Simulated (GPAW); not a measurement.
The system is Tl.

```xyz
1
Lattice="3.3221 0.0000 0.0000 -1.0595 3.2463 0.0000 -1.1619 -1.6318 2.7757" Properties=species:S:1:pos:R:3 pbc="T T T"
Tl    1.0297    1.6177    2.6758
```

The cell isn't the ideal one: cell strained at random at fixed volume.

```yaml
Program: GPAW 26.7.0
Task: relaxation of cell and atoms
Functional: PW91
Potentials_or_basis: PAW data sets generated in the run's folder for this functional
Cutoff: 600 eV
Basis: pw
k_mesh: 5 × 5 × 5
Occupations: fermi-dirac, width 0.001 eV
Spin: collinear spin, ferromagnetic start
Starting_moments: "[0.5] μB"
```

At the start: pressure 2.3 GPa; volume 29.93 Å³/atom.

Problem. How do energy, volume and symmetry change on relaxing?

Solution. Over 45 steps the energy falls by 121.2 meV/atom and the volume is 31.91 Å³/atom (+6.6 %); space group P-1 (No. 2, to 0.05 Å); moment 0.01 μB per cell.

Step by step:
| step | energy change (eV) | largest force (eV/Å) | pressure (GPa) | volume (Å³) |
| --- | --- | --- | --- | --- |
| 1 | 0.0000 | 0.0007 | 2.29 | 29.93 |
| 3 | -0.0398 | 0.0012 | -0.72 | 32.62 |
| 5 | -0.0604 | 0.0019 | -2.27 | 35.58 |
| 7 | -0.0765 | 0.0010 | -1.28 | 33.45 |
| 9 | -0.0938 | 0.0023 | -0.20 | 32.47 |
| 11 | -0.0961 | 0.0018 | 0.40 | 31.66 |
| 13 | -0.0999 | 0.0007 | 0.33 | 31.71 |
| 15 | -0.1044 | 0.0022 | -0.05 | 32.13 |
| 17 | -0.1094 | 0.0025 | -0.14 | 32.24 |
| 19 | -0.1125 | 0.0016 | 0.14 | 31.70 |
| 21 | -0.0716 | 0.0019 | -0.99 | 34.07 |
| 23 | -0.0748 | 0.0024 | 0.15 | 32.28 |
| 25 | -0.0881 | 0.0021 | -0.05 | 32.18 |
| 27 | -0.1096 | 0.0026 | 0.78 | 31.17 |
| 29 | -0.1184 | 0.0011 | -0.55 | 32.68 |
| 31 | -0.1201 | 0.0008 | -0.01 | 31.93 |
| 33 | -0.1207 | 0.0017 | -0.12 | 31.97 |
| 35 | -0.1210 | 0.0016 | -0.03 | 31.83 |
| 37 | -0.1211 | 0.0014 | -0.02 | 31.86 |
| 39 | -0.1211 | 0.0014 | -0.04 | 31.89 |
| 41 | -0.1211 | 0.0014 | -0.04 | 31.90 |
| 43 | -0.1211 | 0.0009 | -0.06 | 31.92 |
| 45 | -0.1212 | 0.0014 | -0.04 | 31.91 |

Final structure:
```
Tl
1.0
     3.07760   -0.14761   -0.46401
    -1.00904    3.55507    0.22652
    -1.33721   -1.68324    3.12138
Tl
1
Direct
  0.96442 0.98913 0.96766
```

Caveat: the k mesh is coarse (spacing up to 0.46 Å⁻¹), so the values aren't converged; the shifted k mesh lacks the crystal's symmetry, which can give false forces and shear stress; each step starts from the last one's moments, so a moment once lost doesn't come back; later steps reuse the first step's grids.
